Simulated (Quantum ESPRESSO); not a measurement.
Al: equation of state with PBE

**Measured values to compare with.**

“The interpretation of polycrystalline coherent inelastic neutron scattering from aluminium”, 2013, pmc:3831299 quotes, for a bulk crystal of Al: bulk modulus 76.9 GPa.

Al:

```xyz
1
Lattice="0.0000 2.0248 2.0248 2.0248 0.0000 2.0248 2.0248 2.0248 0.0000" Properties=species:S:1:pos:R:3 pbc="T T T"
Al    0.0000    0.0000    0.0000
```

```yaml
Program: Quantum ESPRESSO 7.5
Task: equation of state
Functional: PBE
Potentials_or_basis: Ansatz NC SR PBE
Cutoff: 544 eV
Density_cutoff: 2177 eV
k_mesh: 11 × 11 × 11
Occupations: fermi-dirac, width 0.05 eV
Spin: no spin polarisation
```

```yaml
Equilibrium_volume: 16.52 Å³/atom
Bulk_modulus: 79 GPa
Pressure_derivative_of_the_bulk_modulus: 4.5
```

Energy against volume, from the lowest point:
```tsv
volume (Å³/atom)	energy (meV/atom)
15.607	13.53
15.939	5.19
16.271	0.81
16.603	0.00
16.935	2.38
17.267	7.62
17.599	15.40
```

All runs of the series together: 13 s on 1 thread of Arm Neoverse V2, with other jobs on the host.

A measured bulk modulus of Al is 76.9 GPa (quoted in “The interpretation of polycrystalline coherent inelastic neutron scattering from aluminium”, 2013, pmc:3831299); the calculated 79 GPa misses it by +2.3 %. The fit is for a static lattice scaled at fixed shape and fixed fractional positions. The cell as given is a measured one (16.60 Å³/atom); PBE puts the equilibrium volume -0.5 % from it, thermal expansion not counted.
